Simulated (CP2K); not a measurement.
Runs of CP2K 2026.2 on Al. It takes space group Fm-3m (No. 225, cubic). Conventional cell: a = 4.050 Å, b = 4.050 Å, c = 4.050 Å, α = 90.00°, β = 90.00°, γ = 90.00°. Al (site symmetry m-3m) is surrounded by 12 Al at 2.86 Å. 

```tsv
level	potentials or basis	cell	k mesh	NGRIDS	basis sets	D3 from the s-dftd3 library (D3_REFERENCE_CODE)	force threshold (eV/A)	target pressure (GPa)	gap on the mesh (eV)	pressure (GPa)	relaxed volume (Å³/atom)
revPBE+D3(BJ)	POTENTIAL_UZH Al GTH-PBE-q3; TZVP-MOLOPT-PBE-GTH basis	relaxed	11 × 11 × 11	4	Al TZVP-MOLOPT-PBE-GTH-q3	yes	0.02 eV/Å	0 GPa	none	0.0	(a)
RPBE+D4	POTENTIAL_UZH Al GTH-PBE-q3; TZVP-MOLOPT-PBE-GTH basis	relaxed	11 × 11 × 11	5	Al TZVP-MOLOPT-PBE-GTH-q3	-	0.03 eV/Å	0 GPa	none	0.0	15.23
PBEsol	POTENTIAL_UZH Al GTH-PBE-q3; DZVP-MOLOPT-PBE-GTH basis	relaxed	9 × 9 × 9	4	Al DZVP-MOLOPT-PBE-GTH-q3	-	0.03 eV/Å	0 GPa	none	0.0	16.49
PBEsol	POTENTIAL_UZH Al GTH-PBE-q3; DZVP-MOLOPT-PBE-GTH basis	relaxed to 5 GPa	9 × 9 × 9	4	Al DZVP-MOLOPT-PBE-GTH-q3	-	0.03 eV/Å	5 GPa	none	5.0	-
```

Alike in all rows: task relaxation of cell and atoms; no spin polarisation; smearing fermi-dirac 0.05 eV.

**Question.** Fill in the values left out.

**Answer.** (a) 15.15.

Caveats: the potentials were made for another functional, which shifts forces and pressure; the basis of atomic orbitals isn't converged, which shifts pressures, moduli and gaps; the real-space grid breaks the cell's symmetry a little; pairwise dispersion overbinds metals, which lowers pressure and volume (some runs).

A gap of «none» marks a metal or a gap under the smearing width.
